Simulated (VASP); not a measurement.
# Hf (Im-3m) in VASP: a series of runs

The runs below take Hf through single point, with r2SCAN.

All numbers are computed with VASP 6.6.1; they aren't measurements. Logs are shortened: lines on timing, memory, paths and dates and some standing lists are left out, and cuts for length are marked.

**1. Starting point**

Symmetry: Im-3m, No. 229, cubic system. Conventional cell: a = 3.610 Å, b = 3.610 Å, c = 3.610 Å, α = 90.00°, β = 90.00°, γ = 90.00°. Hf (site symmetry m-3m) is surrounded by 8 Hf at 3.13 Å.

This isn't the form of Hf at room conditions, which is hcp.

**2. Single point, r2SCAN**

File INCAR:

```
SYSTEM = Hf
ADDGRID = .False.
ALGO = Normal
EDIFF = 1E-7
ENCUT = 300
ISIF = 2
ISMEAR = 1
LASPH = .True.
LCHARG = .False.
LMIXTAU = .True.
LREAL = .False.
LWAVE = .False.
METAGGA = R2SCAN
NELM = 100
PREC = Accurate
SIGMA = 0.15
```

File KPOINTS:

```
k-points
0
Gamma
  16 16 16
  0 0 0
```

File POSCAR:

```
Hf
1.0
   -1.8050000000      1.8050000000      1.8050000000
    1.8050000000     -1.8050000000      1.8050000000
    1.8050000000      1.8050000000     -1.8050000000
Hf
1
Direct
    0.0000000000      0.0000000000      0.0000000000
```

Potentials or basis: VASP PAW PBE potentials, release 64 (Hf).

Run with:

```console
cat potpaw_PBE.64/Hf/POTCAR > POTCAR
mpirun -np 1 vasp_std > vasp.out
```

OUTCAR:

```text
SYSTEM = Hf
   EDIFF = 1E-7
   ENCUT = 300
   ISIF = 2
   ISMEAR = 1
   LASPH = .True.
   LREAL = .False.
   METAGGA = R2SCAN
   NELM = 100
   PREC = Accurate

 Found    145 irreducible k-points:

 Following reciprocal coordinates:
            Coordinates               Weight
  0.000000  0.000000  0.000000      1.000000
  0.062500  0.000000  0.000000     12.000000
  0.125000  0.000000  0.000000     12.000000
  0.187500  0.000000  0.000000     12.000000
  0.250000  0.000000  0.000000     12.000000
  0.312500  0.000000  0.000000     12.000000
   k-points           NKPTS =    145   k-points in BZ     NKDIM =    145   number of bands    NBANDS=      6
   number of dos      NEDOS =    301   number of ions     NIONS =      1
   total plane-waves  NPLWV =   5832
   dimension x,y,z NGX =    18 NGY =   18 NGZ =   18
   dimension x,y,z NGXF=    36 NGYF=   36 NGZF=   36
   ions per type =               1
   NGX,Y,Z   is equivalent  to a cutoff of   9.57,  9.57,  9.57 a.u.
   NGXF,Y,Z  is equivalent  to a cutoff of  19.14, 19.14, 19.14 a.u.
 SYSTEM =  Hf
   PREC   = accura    normal or accurate (medium, high low for compatibility)
   ISTART =      0    job   : 0-new  1-cont  2-samecut
   ICHARG =      2    charge: 1-file 2-atom 10-const
   ISPIN  =      1    spin polarized calculation?
   LNONCOLLINEAR =      F non collinear calculations
   LSORBIT =      F    spin-orbit coupling
   LASPH  =      T    aspherical Exc in radial PAW
   ENCUT  =  300.0 eV  22.05 Ry    4.70 a.u.   4.42  4.42  4.42*2*pi/ulx,y,z
   NELM   =    100;   NELMIN=  2; NELMDL= -5     # of ELM steps
   EDIFF  = 0.1E-06   stopping-criterion for ELM
   LREAL  =      F    real-space projection
[... 7 lines left out ...]
   TEBEG  =    0.0;   TEEND  =   0.0 temperature during run
   PSTRESS=    0.0 pullay stress
   NELECT =       4.0000    total number of electrons
   NUPDOWN=      -1.0000    fix difference up-down
   EMIN   =  10.00;   EMAX   =-10.00  energy-range for DOS
   EFERMI =   0.00;   METHOD = LEGACY
   ISMEAR =     1;   SIGMA  =   0.15  broadening in eV -4-tet -1-fermi 0-gaus
   EFERMI_NEDOS =   21; number of points for ismear=-14 and -15
   IALGO  =     38    algorithm
   IMIX   =      4    mixing-type and parameters
     AMIX     =   0.40;   BMIX     =  1.00
     AMIX_MAG =   1.60;   BMIX_MAG =  1.00
  volume/ion in A,a.u.               =      23.52       158.74
  Fermi-wavevector in a.u.,A,eV,Ry     =   0.906980  1.713943 11.192321  0.822612
  Thomas-Fermi vector in A             =   2.030732
   LORBIT       =      0    0 simple, 1 ext, 2 COOP (PROOUT), +10 PAW based schemes
   METAGGA = R2SCAN    functional components
   LHFCALC =     F    Hartree Fock is set to
   AEXX    =    0.0000 exact exchange contribution
   IVDW    =     0    specifies the selected vdW correction
   LEPSILON=     F    determine dielectric tensor
   LRPA    =     F    only Hartree local field effects (RPA)
 non-spin polarized calculation
 Methfessel and Paxton  Order N= 1 SIGMA  =   0.15
  energy-cutoff  :      300.00
  volume of cell :       23.52
 maximum number of plane-waves:       285
 NGX is ok and might be reduce to    18
   NGX =  9   NGY =  9   NGZ =  9

 number of electron       4.0000000 magnetization

 Free energy of the ion-electron system (eV)
  ---------------------------------------------------
  ext. energy  EPLUGINS =         0.00000000
  ---------------------------------------------------
  free energy    TOTEN  =       -44.86957807 eV

  energy without entropy =      -44.86963785  energy(sigma->0) =      -44.86959800

 E-fermi :   4.4190     XC(G=0): -11.4419

 val. band max:        4.4085514993   @ k =   0.1250   0.1250   0.1250
 cond. band min:       4.4213821264   @ k =   0.2500   0.2500   0.0000
 fundamental gap:      0.0128306271
 Fermi energy:         4.4190114626

 k-point     1 :       0.0000    0.0000    0.0000
  band No.  band energies     occupation
      1      -2.7583      2.00000
      2       6.0989     -0.00000
      3       6.0989     -0.00000
      4       6.0989     -0.00000
      5       8.7500      0.00000
      6       8.7500      0.00000

 k-point     2 :       0.0625    0.0000    0.0000
  band No.  band energies     occupation
      1      -2.6185      2.00000
      2       5.9968     -0.00000
      3       6.0565     -0.00000
      4       6.2340     -0.00000
      5       8.5886      0.00000
      6       8.7473      0.00000

 k-point     3 :       0.1250    0.0000    0.0000
  band No.  band energies     occupation
      1      -2.2107      2.00000
      2       5.7244     -0.00000
      3       5.8787     -0.00000
      4       6.6369     -0.00000
      5       8.2932      0.00000
      6       8.7532      0.00000

 k-point     4 :       0.1875    0.0000    0.0000
  band No.  band energies     occupation
      1      -1.5738      2.00000
      2       5.3536     -0.00000
      3       5.5013     -0.00000
      4       7.2922     -0.00000
      5       8.1665      0.00000
      6       8.7930      0.00000

 k-point     5 :       0.2500    0.0000    0.0000
  band No.  band energies     occupation
      1      -0.7827      2.00000
      2       4.9610     -0.00000
      3       5.0378     -0.00000
      4       8.1721      0.00000
      5       8.2687      0.00000
      6       8.8908      0.00000

 k-point     6 :       0.3125    0.0000    0.0000
  band No.  band energies     occupation
      1       0.0307      2.00000
      2       4.6059     -0.07078
      3       4.7122     -0.01845
      4       8.4721      0.00000
      5       9.0539      0.00000
      6       9.2273      0.00000

 [... further k-points ...]
[... 5 lines left out ...]
  --------------------------------------------------------------------------------------
  -------------------------------------------------------------------------------------
  Total       -1.1610795     -1.1610795     -1.1610795      0.0000000      0.0000000      0.0000000
  in kB      -79.0826011    -79.0826011    -79.0826011      0.0000000      0.0000000      0.0000000
  external PRESSURE =     -79.0826011 kB  Pullay stress =       0.0000000 kB

 VOLUME and BASIS-vectors are now :
 -----------------------------------------------------------------------------
  energy-cutoff  :      300.00
  volume of cell :       23.52
      direct lattice vectors                 reciprocal lattice vectors
    -1.805000000  1.805000000  1.805000000     0.000000000  0.277008310  0.277008310
     1.805000000 -1.805000000  1.805000000     0.277008310  0.000000000  0.277008310
     1.805000000  1.805000000 -1.805000000     0.277008310  0.277008310  0.000000000

 POSITION                                       TOTAL-FORCE (eV/Angst)
 -----------------------------------------------------------------------------------
      0.00000      0.00000      0.00000        -0.000000      0.000000      0.000000
 -----------------------------------------------------------------------------------
    total drift:                                0.000000      0.000000      0.000000

  FREE ENERGIE OF THE ION-ELECTRON SYSTEM (eV)
  ---------------------------------------------------
  free  energy   TOTEN  =       -44.8695780703 eV

  energy  without entropy=      -44.8696378468  energy(sigma->0) =      -44.86959800
```

It took 41 s on 1 thread of Intel Xeon Platinum 8488C (Sapphire Rapids), shared host; peak memory 0.12 GiB.

These settings aren't checked as converged: the numbers below hold their error.

What came out:

| Item | Value |
| --- | --- |
| Free energy | -44.8696 eV |
| Pressure | -7.9 GPa |
| Band gap on the k mesh | none (metal or under the smearing width) |

Caveat: the PAW data sets were made with another functional, which shifts forces and pressure a little.

**3. Single point, r2SCAN**

INCAR, as its differences from that of step 2:

```diff
@@ -4,3 +4,3 @@
 EDIFF = 1E-7
-ENCUT = 300
+ENCUT = 500
 ISIF = 2
```

File KPOINTS:

```
k-points
0
Gamma
  13 13 13
  0 0 0
```

POSCAR is that of step 2.

Potentials or basis: VASP PAW PBE potentials, release 64 (Hf).

Run with:

```console
cat potpaw_PBE.64/Hf/POTCAR > POTCAR
mpirun -np 1 vasp_std > vasp.out
```

Run time: 48 s. Hardware: 1 thread of Intel Xeon Platinum 8488C (Sapphire Rapids), shared host; peak memory 0.14 GiB.

The run converged, but some of its settings lie outside the range that counts as converged, so its numbers aren't taken as properties of the crystal.

What came out:

| Property | Result |
| --- | --- |
| Free energy | -44.8667 eV |
| Pressure | -7.8 GPa |
| Band gap on the k mesh | none (metal or under the smearing width) |

Caveat: the PAW data sets were made with another functional, which shifts forces and pressure a little.

**4. Single point, r2SCAN**

INCAR, as its differences from that of step 3:

```diff
@@ -4,3 +4,3 @@
 EDIFF = 1E-7
-ENCUT = 500
+ENCUT = 350
 ISIF = 2
```

File KPOINTS:

```
k-points
0
Gamma
  16 16 16
  0 0 0
```

POSCAR is that of step 3.

Run with:

```console
cat potpaw_PBE.64/Hf/POTCAR > POTCAR
mpirun -np 1 vasp_std > vasp.out
```

Wall time 68 s (1 thread of Intel Xeon Platinum 8488C (Sapphire Rapids), shared host); peak memory 0.13 GiB.

The run converged, but some of its settings lie outside the range that counts as converged, so its numbers aren't taken as properties of the crystal.

Results:

* Free energy: -44.8685 eV
* Pressure: -7.9 GPa
* Band gap on the k mesh: none (metal or under the smearing width)

Caveat: the PAW data sets were made with another functional, which shifts forces and pressure a little.

**5. Single point, r2SCAN**

INCAR, as its differences from that of step 4:

```diff
@@ -4,3 +4,3 @@
 EDIFF = 1E-7
-ENCUT = 350
+ENCUT = 400
 ISIF = 2
```

KPOINTS is that of step 4.

POSCAR is that of step 4.

Run with:

```console
cat potpaw_PBE.64/Hf/POTCAR > POTCAR
mpirun -np 1 vasp_std > vasp.out
```

It took 56 s on 1 thread of Intel Xeon Platinum 8488C (Sapphire Rapids), shared host; peak memory 0.13 GiB.

These settings aren't checked as converged: the numbers below hold their error.

Results:

```
Free energy            : -44.8682 eV
Pressure               : -7.9 GPa
Band gap on the k mesh : none (metal or under the smearing width)
```

Caveat: the PAW data sets were made with another functional, which shifts forces and pressure a little.

**6. The reference run**

An earlier run on the cell as given: functional PBE; potentials or basis VASP PAW PBE potentials, release 64 (Hf_pv); cutoff 520 eV; k mesh 10 × 10 × 10; occupations fermi-dirac, width 0.05 eV; no spin polarisation.

* Pressure: -5.3 GPa
* Band gap on the k mesh: none (metal or under the smearing width)
